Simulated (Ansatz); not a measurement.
# (001) superlattice of 2 and 4 atomic planes of KTaO3 and KNbO3, in-plane a of KNbO3, 15 atoms

Which settings matter for this cell? A base run comes first, then runs with one to three settings changed.

Program: Ansatz 0.2.0, PAW, plane waves. These are calculated values, not measurements.

**1. The system as built**

15 atoms (3 K, 1 Ta, 2 Nb, 9 O); a = 3.986 Å, b = 3.986 Å, c = 11.958 Å, α = 90.00°, β = 90.00°, γ = 90.00°. All atoms were shaken off their sites by about 0.07 Å along each axis.

**2. PBEsol single point**

Input file in.yaml:

```yaml
crystal:
  lattice:
    - [3.986480, 0.000000, 0.000000]
    - [0.000000, 3.986480, 0.000000]
    - [0.000000, 0.000000, 11.957618]
  atoms:
    - { symbol: K, position: [0.014289, 0.021895, 0.011614] }
    - { symbol: K, position: [0.017969, 0.962722, 0.333945] }
    - { symbol: K, position: [0.972116, 0.976243, 0.669898] }
    - { symbol: Ta, position: [0.483175, 0.494994, 0.167438] }
    - { symbol: Nb, position: [0.482048, 0.468701, 0.499333] }
    - { symbol: Nb, position: [0.504429, 0.486711, 0.834690] }
    - { symbol: O, position: [0.490683, 0.485020, 0.002821] }
    - { symbol: O, position: [0.539933, 0.480664, 0.323163] }
    - { symbol: O, position: [0.517944, 0.491958, 0.661271] }
    - { symbol: O, position: [0.017342, 0.488183, 0.172034] }
    - { symbol: O, position: [0.999407, 0.512201, 0.506590] }
    - { symbol: O, position: [0.996428, 0.499217, 0.825105] }
    - { symbol: O, position: [0.536883, 0.983795, 0.163814] }
    - { symbol: O, position: [0.510287, 0.989930, 0.500486] }
    - { symbol: O, position: [0.514028, 0.995071, 0.820857] }
kpoints:
  mp_grid: { grid: [4, 4, 1] }
hamiltonian:
  xc: pbesol
scf:
  occupations: { method: fermi_dirac, width: 0.01 }
output:
  forces: true
  eigenvalues: true
  stress: true
  populations: true
```

Command:

```bash
ansatz run in.yaml --threads 7 --pin off --max-ram 13300MiB --runs-dir r --events-out ev --progress --plain
```

**3. Variant: smearing width 0.5 eV, at most 4 cycles**

Changes to in.yaml since step 2:

```diff
@@ -26,3 +26,4 @@
 scf:
-  occupations: { method: fermi_dirac, width: 0.01 }
+  occupations: { method: fermi_dirac, width: 0.5 }
+  max_iter: 4
 output:
@@ -31,2 +32 @@
   stress: true
-  populations: true
```

**4. Variant: dispersion D3(BJ) with three-body term**

Changes to in.yaml since step 3:

```diff
@@ -25,5 +25,6 @@
   xc: pbesol
+  dispersion: d3bjatm
 scf:
-  occupations: { method: fermi_dirac, width: 0.5 }
-  max_iter: 4
+  occupations: { method: fermi_dirac, width: 0.01 }
+  max_iter: 70
 output:
```

**5. Run again with cutoff 180 eV**

Changes to in.yaml since step 4:

```diff
@@ -23,8 +23,8 @@
   mp_grid: { grid: [4, 4, 1] }
+basis: { ecutwfc: 180 }
 hamiltonian:
   xc: pbesol
-  dispersion: d3bjatm
 scf:
   occupations: { method: fermi_dirac, width: 0.01 }
-  max_iter: 70
+  max_iter: 60
 output:
```

**6. Run again with 4 extra bands, k points one point at (½, ½, ½), dispersion D3(BJ)**

Changes to in.yaml since step 5:

```diff
@@ -22,9 +22,10 @@
 kpoints:
-  mp_grid: { grid: [4, 4, 1] }
-basis: { ecutwfc: 180 }
+  mp_grid: { grid: [1, 1, 1], shift: [0.5, 0.5, 0.5] }
 hamiltonian:
   xc: pbesol
+  dispersion: d3bj
 scf:
   occupations: { method: fermi_dirac, width: 0.01 }
-  max_iter: 60
+  max_iter: 80
+  n_extra_bands: 4
 output:
```

Before running it: what results should come out? Wanted: for each run, settings; status; energy from base; forces from base.

**Answer**, as computed:

| settings | status | cycles | time | energy from base (meV/atom) | forces from base (eV/Å rms) | filled to empty level on the mesh (eV) |
| --- | --- | --- | --- | --- | --- | --- |
| base | converged | 10 | 3.1 s (7 CPU threads) | 0 | 0 | 1.43 |
| smearing width 0.5 eV, at most 4 cycles | not converged | - | 2.9 s (7 CPU threads) | - | - | - |
| dispersion D3(BJ) with three-body term | converged | 9 | 2.3 s (7 CPU threads) | - | 0.001 | 1.43 |
| cutoff 180 eV | converged, settings too loose | 12 | 1.1 s (7 CPU threads) | +7332.3 | 0.549 | 1.22 |
| 4 extra bands, k points one point at (½, ½, ½), dispersion D3(BJ) | converged | 12 | 0.6 s (7 CPU threads) | - | 1.753 | 4.25 |

**Reading.** Among these variants the forces move most with 4 extra bands, k points one point at (½, ½, ½), dispersion D3(BJ) (1.753 eV/Å rms) and least with dispersion D3(BJ) with three-body term (0.001). 1 of 4 variants gave no result: smearing width 0.5 eV, at most 4 cycles (not converged).
